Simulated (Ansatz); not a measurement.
Ionic part of the dielectric constant of BN at 40 GPa, mode by mode

Level of theory: DFT LDA, scalar-relativistic, plane waves, PAW in Ansatz 0.2.0. Plane waves to 420 eV; Γ-centred k mesh 12×12×12; fixed occupations. No spin polarisation. Phonons by linear response, acoustic sum rule imposed.

It takes space group F-43m (No. 216, cubic). The conventional cell has a = 3.480 Å, b = 3.480 Å, c = 3.480 Å, α = 90.00°, β = 90.00°, γ = 90.00°. B (site symmetry -43m) is surrounded by 4 N at 1.51 Å. N (site symmetry -43m) has 4 B at 1.51 Å as nearest neighbours.

Other phases may be more stable at this pressure.

The primitive cell has V = 10.54 Å³ and ε∞,yy = 4.498. Each polar mode adds Δε = (4.92064×10⁷/V)·S/ν² along y, with S its oscillator strength in e²/amu, ν in cm⁻¹ and V in Å³.

Q: From these modes, find each Δε and ε0,yy.
| ν (cm⁻¹) | S_yy (e²/amu) |
| --- | --- |
| 1184.7 | 0.5533 |

A:
```csv
ν (cm⁻¹),Δε
1184.7,1.84
```

The sum is 1.841, so ε0,yy = 6.34; the run's tensor has 6.34.

Q: Where do the longitudinal modes lie for a wave vector along y?

A: At 1406 cm⁻¹. The Lyddane–Sachs–Teller product Π(ν_LO/ν_TO)² = 1.41 matches ε0/ε∞ = 1.41.

Cost: 1 run of about 0.44 core-minutes, on Intel Xeon Platinum 8259CL (Skylake/Cascade Lake) (shared hosts).

The static dielectric response of this zinc-blende BN is mainly electronic: the lattice adds only 1.84 to an ε∞ of 4.498. The single polar mode is the B and N sublattices moving against each other, which stretches and bends short, strongly covalent sp³ bonds. Their stiffness keeps the displacement in a static field small, even though the B–N electronegativity difference gives the motion a sizeable dipole. The light atoms help to put the mode at 1184.7 cm⁻¹ but do not themselves make the ionic term small, because mass cancels between oscillator strength and squared frequency, leaving effective charge against force constant.

The same dipole produces the macroscopic field that lifts the longitudinal mode to 1406 cm⁻¹, so the bonding is clearly polar despite its covalent stiffness. Cubic symmetry makes the yy result valid for every field direction. The Lyddane–Sachs–Teller agreement shows internal consistency, not accuracy against experiment, and a single volume cannot show how compression divides its effect between effective charge and bond stiffness.
